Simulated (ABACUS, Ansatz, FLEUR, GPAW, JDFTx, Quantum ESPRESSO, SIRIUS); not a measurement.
CuO: programs and potentials compared

```
CELL_PARAMETERS angstrom
2.34185 -1.71130 0.00000
2.34185 1.71130 0.00000
-0.85003 0.00000 5.05787
ATOMIC_POSITIONS crystal
Cu 0.50631 0.99109 0.50005
Cu 0.99695 0.51187 0.00777
O 0.41258 0.58217 0.75430
O 0.57936 0.40935 0.25162
```

Atoms were shifted at random by some hundredths of an Å from the given cell, which wasn't relaxed again for these runs.

Alike in all runs: task single point; functional PBEsol; k mesh 10 × 10 × 5; occupations fermi-dirac, width 0.05 eV; no spin polarisation; no spin-orbit coupling. Pressure is positive in compression and, in plane waves, holds the error of the finite cutoff.

```json
{"program and potentials": "JDFTx, PseudoDojo-SR-PBEsol-0.4.1-standard with smoothed tails", "plane-wave cutoff (eV)": "1252", "notes": "12.5 valence electrons an atom on average", "pressure (GPa)": "-3.18", "largest force (eV/Å)": "0.505", "energy over the undisturbed cell (meV/atom)": "-"}
{"program and potentials": "Ansatz, all-electron LAPW, scalar-relativistic", "plane-wave cutoff (eV)": "-", "notes": "-", "pressure (GPa)": "-2.98", "largest force (eV/Å)": "0.491", "energy over the undisturbed cell (meV/atom)": "-"}
{"program and potentials": "Quantum ESPRESSO, GBRV 1.5 PBEsol", "plane-wave cutoff (eV)": "762", "notes": "12.5 valence electrons an atom on average", "pressure (GPa)": "-2.43", "largest force (eV/Å)": "0.476", "energy over the undisturbed cell (meV/atom)": "-"}
{"program and potentials": "SIRIUS, PseudoDojo 0.4.1 PBEsol standard (scalar relativistic)", "plane-wave cutoff (eV)": "1254", "notes": "12.5 valence electrons an atom on average", "pressure (GPa)": "-3.20", "largest force (eV/Å)": "0.505", "energy over the undisturbed cell (meV/atom)": "-"}
{"program and potentials": "GPAW, PAW data sets generated for this functional", "plane-wave cutoff (eV)": "800", "notes": "8.5 valence electrons an atom on average; this data set often lies off other programs", "pressure (GPa)": "-0.38", "largest force (eV/Å)": "0.432", "energy over the undisturbed cell (meV/atom)": "-"}
{"program and potentials": "FLEUR, all-electron, FLAPW", "plane-wave cutoff (eV)": "-", "notes": "-", "pressure (GPa)": "-", "largest force (eV/Å)": "0.493", "energy over the undisturbed cell (meV/atom)": "5.39"}
{"program and potentials": "ABACUS, PseudoDojo NC SR 0.4.1 PBEsol standard, plane waves", "plane-wave cutoff (eV)": "1252", "notes": "12.5 valence electrons an atom on average", "pressure (GPa)": "-3.24", "largest force (eV/Å)": "0.505", "energy over the undisturbed cell (meV/atom)": "5.47"}
```

Force on atom 3 (O), eV/Å:

```json
{"program and potentials": "JDFTx, PseudoDojo-SR-PBEsol-0.4.1-standard with smoothed tails", "x": "0.097", "y": "-0.486", "z": "-0.098"}
{"program and potentials": "Ansatz, all-electron LAPW, scalar-relativistic", "x": "0.096", "y": "-0.471", "z": "-0.098"}
{"program and potentials": "Quantum ESPRESSO, GBRV 1.5 PBEsol", "x": "0.096", "y": "-0.455", "z": "-0.101"}
{"program and potentials": "SIRIUS, PseudoDojo 0.4.1 PBEsol standard (scalar relativistic)", "x": "0.097", "y": "-0.486", "z": "-0.098"}
{"program and potentials": "GPAW, PAW data sets generated for this functional", "x": "0.094", "y": "-0.395", "z": "-0.112"}
{"program and potentials": "FLEUR, all-electron, FLAPW", "x": "0.096", "y": "-0.473", "z": "-0.098"}
{"program and potentials": "ABACUS, PseudoDojo NC SR 0.4.1 PBEsol standard, plane waves", "x": "0.097", "y": "-0.486", "z": "-0.098"}
```

The pressure spans -3.24 (ABACUS, PseudoDojo NC SR 0.4.1 PBEsol standard, plane waves) to -0.38 GPa (GPAW, PAW data sets generated for this functional), with all-electron results at -2.98. The pressure on the cell as given of GPAW, PAW data sets generated for this functional lies far from the others; the cause wasn't traced.

Differences between rows come from potentials, basis sets and numerical settings, since the functional is the same but for its coding. Runs on potential files found faulty are left out.
